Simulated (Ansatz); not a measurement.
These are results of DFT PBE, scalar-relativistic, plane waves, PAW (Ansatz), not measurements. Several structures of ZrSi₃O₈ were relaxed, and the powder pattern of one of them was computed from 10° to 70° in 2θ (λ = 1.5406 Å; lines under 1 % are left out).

Cu Kα1 powder pattern (kinematic, no thermal factors).
```tsv
2θ (°)	relative intensity
15.10	6
15.21	6
17.55	3
21.49	100
23.23	4
23.30	4
27.88	6
30.47	7
30.69	7
34.22	2
34.37	2
35.37	2
35.57	2
38.70	11
38.79	2
38.84	11
38.84	2
41.89	12
43.79	10
47.48	9
47.52	2
47.63	9
49.13	2
49.43	2
50.00	1
50.15	2
50.26	2
50.33	1
52.57	2
52.85	2
56.85	1
56.88	1
57.60	7
59.22	1
62.08	10
62.33	10
65.91	1
66.00	1
68.02	5
```

**Question.** Which structure gives it?
A.

```cif
data_structure
_symmetry_space_group_name_H-M 'P-4m2'
_symmetry_Int_Tables_number 115
_cell_length_a 5.5005
_cell_length_b 5.5005
_cell_length_c 8.0313
_cell_angle_alpha 90.000
_cell_angle_beta 90.000
_cell_angle_gamma 90.000
_cell_volume 243.00
loop_
_atom_site_label
_atom_site_type_symbol
_atom_site_symmetry_multiplicity
_atom_site_Wyckoff_symbol
_atom_site_fract_x
_atom_site_fract_y
_atom_site_fract_z
_atom_site_occupancy
Zr1 Zr 1 c 0.50000 0.50000 0.50000 1
Si1 Si 2 g 0.00000 0.50000 0.78045 1
Si2 Si 1 a 0.00000 0.00000 0.00000 1
O1 O 4 j 0.00000 0.74914 0.89142 1
O2 O 4 k 0.50000 0.23393 0.34183 1
```

B.

```cif
data_structure
_symmetry_space_group_name_H-M 'C2'
_symmetry_Int_Tables_number 5
_cell_length_a 7.5247
_cell_length_b 7.6614
_cell_length_c 7.6072
_cell_angle_alpha 90.000
_cell_angle_beta 90.038
_cell_angle_gamma 90.000
_cell_volume 438.55
loop_
_atom_site_label
_atom_site_type_symbol
_atom_site_symmetry_multiplicity
_atom_site_Wyckoff_symbol
_atom_site_fract_x
_atom_site_fract_y
_atom_site_fract_z
_atom_site_occupancy
Zr1 Zr 2 a 0.50000 0.27027 0.00000 1
Si1 Si 2 b 0.50000 0.72678 0.50000 1
Si2 Si 4 c 0.72551 0.00043 0.73042 1
O1 O 4 c 0.42666 0.13846 0.20889 1
O2 O 4 c 0.11121 0.10067 0.36798 1
O3 O 4 c 0.64116 0.84882 0.60557 1
O4 O 4 c 0.80491 0.91310 0.91022 1
```

C.

```cif
data_structure
_symmetry_space_group_name_H-M 'P222'
_symmetry_Int_Tables_number 16
_cell_length_a 5.0508
_cell_length_b 5.8222
_cell_length_c 5.8633
_cell_angle_alpha 90.000
_cell_angle_beta 90.000
_cell_angle_gamma 90.000
_cell_volume 172.42
loop_
_atom_site_label
_atom_site_type_symbol
_atom_site_symmetry_multiplicity
_atom_site_Wyckoff_symbol
_atom_site_fract_x
_atom_site_fract_y
_atom_site_fract_z
_atom_site_occupancy
Zr1 Zr 1 a 0.00000 0.00000 0.00000 1
Si1 Si 1 b 0.50000 0.00000 0.00000 1
Si2 Si 1 g 0.00000 0.50000 0.50000 1
Si3 Si 1 h 0.50000 0.50000 0.50000 1
O1 O 4 u 0.29578 0.84349 0.15519 1
O2 O 4 u 0.75395 0.35877 0.63987 1
```

D.

```cif
data_structure
_symmetry_space_group_name_H-M 'P-42m'
_symmetry_Int_Tables_number 111
_cell_length_a 4.2519
_cell_length_b 4.2519
_cell_length_c 8.7640
_cell_angle_alpha 90.000
_cell_angle_beta 90.000
_cell_angle_gamma 90.000
_cell_volume 158.44
loop_
_atom_site_label
_atom_site_type_symbol
_atom_site_symmetry_multiplicity
_atom_site_Wyckoff_symbol
_atom_site_fract_x
_atom_site_fract_y
_atom_site_fract_z
_atom_site_occupancy
Zr1 Zr 1 b 0.50000 0.50000 0.50000 1
Si1 Si 2 e 0.50000 0.00000 0.00000 1
Si2 Si 1 c 0.00000 0.00000 0.50000 1
O1 O 4 n 0.78247 0.21753 0.38829 1
O2 O 4 n 0.74947 0.25053 0.91282 1
```

**Answer.** C. Its strongest line, at 2θ = 21.49°, has d = λ/(2 sin θ) = 4.131 Å and is the (0 1 1) reflection of the conventional P222 cell with a = 5.051 Å, b = 5.822 Å, c = 5.863 Å. The others have their strongest lines at 19.5° (A); 20.2° (B); 20.2° (D).

The cells needn't be stable.
